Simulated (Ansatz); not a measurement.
Predict the output of the script below (the Ansatz DFT code, driven from Python).

`tepb_fdcheck.py`
```python
"""Do the forces of TePb match the slope of the free energy, atoms off their sites."""

import ansatz as az
import numpy as np

FILLING = "fixed"
FUNCTIONAL = "PBEsol"
VDW = "d4"
ECUT = 540
KMESH = (4, 4, 4)
SCF_TOL = 1e-09

VECTORS = np.array([
    [0.0, 3.231, 3.231],
    [3.231, 0.0, 3.231],
    [3.231, 3.231, 0.0],
])
SITES = [
    ("Te", (0.49972, 0.47882, 0.49752)),
    ("Pb", (0.99897, 0.0036, 0.0009)),
]


def on_lattice(cell):
    crystal = az.Crystal(lattice=az.Lattice.of(cell))
    for symbol, position in SITES:
        crystal = crystal.atom(symbol, position)
    return crystal

def solve(crystal):
    return (
        crystal.calculation()
        .occupations(FILLING)
        .functional(FUNCTIONAL, dispersion=VDW)
        .basis(ECUT, xc_grid=2)
        .kpoints(*KMESH)
        .scf(tolerance=SCF_TOL)
        .forces()
        .stress()
        .run(threads=1)
    ).report


centre = solve(on_lattice(VECTORS))
start = on_lattice(VECTORS)
# move one atom both ways along a Cartesian axis
print(f"force on atom 1 along y: analytic {centre['forces_ev_ang'][1][1]:.4f} eV/A")
for h in (0.005, 0.02):
    shift = np.eye(3)[1] * h @ np.linalg.inv(VECTORS)
    plus, minus = (solve(start.move(1, to=np.array(SITES[1][1]) + sign * shift))["lagrangian_ev"] for sign in (1, -1))
    print(f"  step {h} A: numerical {-(plus - minus) / (2 * h):.4f} eV/A")
# P = -dF/dV; the difference feels the change of the plane-wave count with the cell
volume = abs(np.linalg.det(VECTORS))
larger, smaller = (solve(on_lattice(VECTORS * (1 + sign * 0.005) ** (1 / 3)))["lagrangian_ev"] for sign in (1, -1))
numerical = -(larger - smaller) / (0.01 * volume) * 160.21766
print(f"pressure: analytic {np.trace(centre['stress_gpa']) / 3:.3f}, numerical {numerical:.3f} GPa")
```

```console
$ python tepb_fdcheck.py
DeckWarning: output.stress: scf.convergence.dr2_threshold = 1e-9 eV is looser than the 2e-10 eV advised for a printed stress (1e-10 eV for each atom of the cell: 2). What an SCF threshold leaves in a stress goes as its square root, and in the free energy as [...]
force on atom 1 along y: analytic 0.0019 eV/A
  step 0.005 A: numerical 0.0019 eV/A
  step 0.02 A: numerical 0.0018 eV/A
pressure: analytic -1.355, numerical -1.354 GPa
```
(Warnings from the package without file and line, shortened.)

Reading the output:
- The k-point mesh is coarse, and energy and stress weren't tested for convergence.
- Pressure is positive in compression.
- Spin-orbit coupling, which matters for elements this heavy, is left out.
- The cell is a database structure, distorted on purpose.
- The central difference errs as the square of the step, so the shorter step is the fairer test; what remains comes from the finite grid and the SCF threshold.
- Run time: 44 s on 1 thread of Arm Neoverse V1, on a shared host, peak memory 0.47 GiB.
